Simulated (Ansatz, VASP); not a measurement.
## Sb: VASP beside Ansatz

```
Sb
1.0
    -1.87134    1.87134    1.87134
     1.87134   -1.87134    1.87134
     1.87134    1.87134   -1.87134
Sb
1
Direct
  0.00000 0.00000 0.00000
```

This isn't the form of Sb at room conditions, which is rhombohedral.

Alike in both runs: task relaxation of cell and atoms; functional PBE; dispersion D4; k mesh 10 × 10 × 10; occupations fermi-dirac, width 0.05 eV; no spin polarisation.

|  | VASP | Ansatz |
| --- | --- | --- |
| version | VASP 6.6.1 | Ansatz 0.2.0 |
| potentials or method | VASP PAW PBE potentials, release 64 (Sb) | Ansatz PAW |
| plane-wave cutoff (eV) | 600 | 420 |
| valence electrons in the cell | 5 | 15 |

VASP gave:

| Property | Result |
| --- | --- |
| gap on the k mesh at the Fermi level, each at its own relaxed structure (eV) | none |
| relaxed volume (Å³/atom) | 26.14 |
| relaxed cell length with the largest relative difference (Å) | 3.238 |

Problem. What did Ansatz give for the same quantities?

Solution. gap on the k mesh at the Fermi level, each at its own relaxed structure (eV): none; relaxed volume (Å³/atom): 26.21; relaxed cell length with the largest relative difference (Å): 3.241.

A gap of «none» marks a metal or a gap that the smearing closes. The two sets of potentials don't hold the same shells in valence.

Caveats: pairwise dispersion overbinds metals, which lowers pressure and volume; the plane-wave basis is chosen anew once the cell has moved, so the energies of steps on either side of that aren't comparable (Ansatz). Spin-orbit coupling is left out, which matters for the levels of Sb.
